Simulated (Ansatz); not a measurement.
## Density of states of CdF$_{2}$

```cif
data_structure
_symmetry_space_group_name_H-M 'P 1'
_symmetry_Int_Tables_number 1
_cell_length_a 3.8099
_cell_length_b 3.8099
_cell_length_c 3.8099
_cell_angle_alpha 60.000
_cell_angle_beta 60.000
_cell_angle_gamma 60.000
_cell_volume 39.10
loop_
_atom_site_label
_atom_site_type_symbol
_atom_site_fract_x
_atom_site_fract_y
_atom_site_fract_z
_atom_site_occupancy
Cd1 Cd 0.00000 0.00000 0.00000 1
F1 F 0.25000 0.25000 0.25000 1
F2 F 0.75000 0.75000 0.75000 1
```

The runs use the primitive cell with vectors (0.000, 2.694, 2.694), (2.694, 0.000, 2.694), (2.694, 2.694, 0.000) Å, to which the k mesh refers.

The conventional cell has a = 5.388 Å, b = 5.388 Å, c = 5.388 Å, α = 90.00°, β = 90.00°, γ = 90.00°. Cd (atom 1) is surrounded by 8 F at 2.33 Å. Around F (atom 2) lie 4 Cd at 2.33 Å.

The cell comes from COD entry 9009006, which wasn't checked; take it as a given geometry.

Method: Ansatz 0.2.0, DFT, LDA, all-electron LAPW, scalar-relativistic.

The runs use a Γ-centred 8×8×8 k mesh, Fermi–Dirac smearing of 0.02 eV, basis error target 1 meV/atom, no spin polarisation.

States per eV and cell, averaged over 0.6 eV, from -5.8 to 6.6 eV, with energies (bin centres) from the valence-band top; empty bins are left out. The partial columns, the largest 4 alone, are projections on Löwdin-orthogonalised atomic shells (those that the program's projection atoms carry: the occupied ones and, for some elements, an empty d or f shell; other empty shells have no column), summed over atoms of an element. Weights on diffuse s and p shells depend on that basis and aren't pure angular character.

```
E (eV)  total  F 2p  Cd 4d  Cd 5s  F 2s
  -5.6   1.49  0.39   1.08   0.01  0.00
  -5.0   6.24  1.40   4.78   0.04  0.01
  -4.4   8.94  0.63   8.21   0.04  0.04
  -3.8   0.19  0.11   0.05   0.03  0.00
  -3.2   2.35  1.58   0.38   0.35  0.02
  -2.6   2.40  1.93   0.33   0.08  0.01
  -2.0   4.14  3.62   0.40   0.03  0.02
  -1.4   2.68  2.36   0.25   0.02  0.01
  -0.8   2.38  2.10   0.24   0.01  0.01
  -0.2   5.85  4.96   0.86   0.00  0.00
   3.4   0.05  0.00   0.00   0.04  0.01
   4.0   0.11  0.01   0.00   0.08  0.01
   4.6   0.17  0.03   0.00   0.12  0.02
   5.2   0.24  0.04   0.00   0.17  0.02
   5.8   0.36  0.07   0.00   0.26  0.02
   6.4   0.53  0.11   0.00   0.39  0.02
```

Which of the resolved shells contributes most in the top eV of the valence band?

F 2p, with 86 % of all states there; Cd 4d follows with 13 %.

Where is the centre of the filled Cd 4d states between -13 eV and the top of the filled states?

-4.21 eV from the valence-band top.
